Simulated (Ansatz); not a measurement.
Crystal: TaN.

```
Ta N
1.0
     5.18500    0.00000    0.00000
    -2.59250    4.49034    0.00000
     0.00000    0.00000    2.90800
Ta N
3 3
Direct
  0.00000 0.00000 0.00000
  0.33333 0.66667 0.50000
  0.66667 0.33333 0.50000
  0.50000 0.00000 0.00000
  0.50000 0.50000 0.00000
  0.00000 0.50000 0.00000
```

* Program: Ansatz 0.2.0
* Task: relaxation of cell and atoms
* Functional: PBE
* Dispersion: D3(BJ)-ATM
* Potentials or basis: Ansatz PAW
* Cutoff: 420 eV (not typed: the program's choice for these potentials)
* k mesh: 6 × 6 × 9
* Occupations: fermi-dirac, width 0.05 eV
* Spin: no spin polarisation

At the start: volume 11.28 Å³/atom.

Where does the relaxation end?

It ends after 7 steps and the volume is 11.46 Å³/atom (+1.6 %); space group P6/mmm (No. 191, to 0.05 Å).

The path:
| step | energy change (eV) | largest force (eV/Å) | volume (Å³) |
| --- | --- | --- | --- |
| 1 | 0.0000 | 0.0000 | 67.71 |
| 2 | -0.0093 | 0.0000 | 69.18 |
| 3 | -0.0131 | 0.0000 | 68.74 |
| 4 | -0.0131 | 0.0000 | 68.74 |
| 5 | -0.0165 | 0.0000 | 68.74 |
| 6 | -0.0164 | 0.0000 | 68.76 |
| 7 | -0.0165 | 0.0000 | 68.76 |

Final structure:
```
Ta N
1.0
     5.21137    0.00000    0.00000
    -2.60568    4.51318    0.00000
     0.00000    0.00000    2.92348
Ta N
3 3
Direct
  0.00000 0.00000 0.00000
  0.33333 0.66667 0.50000
  0.66667 0.33333 0.50000
  0.50000 0.00000 0.00000
  0.50000 0.50000 0.00000
  0.00000 0.50000 0.00000
```

Caveat: the plane-wave basis is chosen anew once the cell has moved, so the energies of steps on either side of that aren't comparable; the pressure holds a Pulay correction of +0.5 GPa for the finite cutoff; pairwise dispersion overbinds metals, which lowers pressure and volume.
